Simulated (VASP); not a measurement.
Here is a VASP 6.6.1 calculation.

INCAR

```
ALGO = Normal
EDIFF = 1E-7
ENCUT = 450
GGA = PE
ISIF = 2
ISMEAR = 0
LASPH = T
LCHARG = F
LREAL = F
LWAVE = F
NELM = 80
PREC = Accurate
SIGMA = 0.02
```

Contents of KPOINTS:

```
k-points
0
Gamma
  4 4 4
```

Contents of POSCAR:

```
I
1.0
   -2.0893754423      2.0893754423      2.0893754423
    2.0893754423     -2.0893754423      2.0893754423
    2.0893754423      2.0893754423     -2.0893754423
I
1
Direct
    0.0000000000      0.0000000000      0.0000000000
```

Potentials or basis: VASP PAW PBE potentials, release 64 (I_GW).

The run is started by

```bash
$ cat potpaw_PBE.64/I_GW/POTCAR > POTCAR
$ mpirun -np 1 vasp_std > vasp.out
```

Question: Estimate the pressure.

Answer: -0.7 GPa.

Question: Estimate the band gap on the k mesh.

Answer: None (metal or under the smearing width).

Caveat: the k mesh is coarse (spacing up to 0.53 Å⁻¹), so the values aren't converged; an odd number of electrons without spin polarisation forces a metal; a magnetic or distorted state may lie lower. Spin-orbit coupling is left out, which matters for the levels of I.
